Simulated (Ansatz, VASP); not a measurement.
This is a calculation of Rb for Ansatz 0.2.0.

The input input.yaml:

```yaml
crystal:
  lattice:
    - [-2.7836907084, 2.7836907084, 2.7836907084]
    - [2.7836907084, -2.7836907084, 2.7836907084]
    - [2.7836907084, 2.7836907084, -2.7836907084]
  atoms:
    - { symbol: Rb, position: [0.0, 0.0, 0.0] }
hamiltonian:
  xc: pbesol
  pseudopotentials: { kind: paw }
kpoints:
  mp_grid: { grid: [7, 7, 7] }
scf:
  occupations: { method: fermi_dirac, width: 0.05 }
output:
  forces: true
  stress: true
  eigenvalues: true
```

Potentials or basis: Ansatz PAW.

The run is started by

```sh
$ ansatz run input.yaml --threads 1 --pin off --max-ram 3584MiB --backend cpu --events-out ev --progress --plain --runs-dir out
```

Q: Set up the same calculation for VASP 6.6.1. Potentials there: VASP PAW PBE potentials, release 64 (Rb_sv).

A: As run (the cutoff follows the program's own potentials):

The input INCAR:

```
SYSTEM = Rb
ALGO = Fast ; EDIFF = 1E-6
ENCUT = 520 ; GGA = PS
ISIF = 2 ; ISMEAR = -1
LASPH = .True. ; LCHARG = .False.
LREAL = .False. ; LWAVE = .False.
NBANDS = 10 ; NELM = 100
PREC = Accurate ; SIGMA = 0.05
```

KPOINTS

```
k-points
0
Gamma
  7 7 7
  0 0 0
```

File POSCAR:

```
Rb
1.0
   -2.7836907084      2.7836907084      2.7836907084
    2.7836907084     -2.7836907084      2.7836907084
    2.7836907084      2.7836907084     -2.7836907084
Rb
1
Direct
    0.0000000000      0.0000000000      0.0000000000
```

Potentials or basis: VASP PAW PBE potentials, release 64 (Rb_sv).

Run with:

```sh
$ cat potpaw_PBE.64/Rb_sv/POTCAR > POTCAR
$ mpirun -np 1 vasp_std > vasp.out
```

Both were run:

|  | VASP | Ansatz | Ansatz less VASP |
| --- | --- | --- | --- |
| gap on the k mesh at the Fermi level (eV) | none | none | - |
| pressure (GPa) | 0.0 | 0.0 | 0.00 |

A gap of «none» marks a metal or a gap that the smearing closes.

Caveats: the PAW data sets were made with another functional, which shifts forces and pressure a little (VASP); the PAW data sets come from PBE, with cores solved anew for the run's functional, which leaves a small shift of forces and pressure (Ansatz).
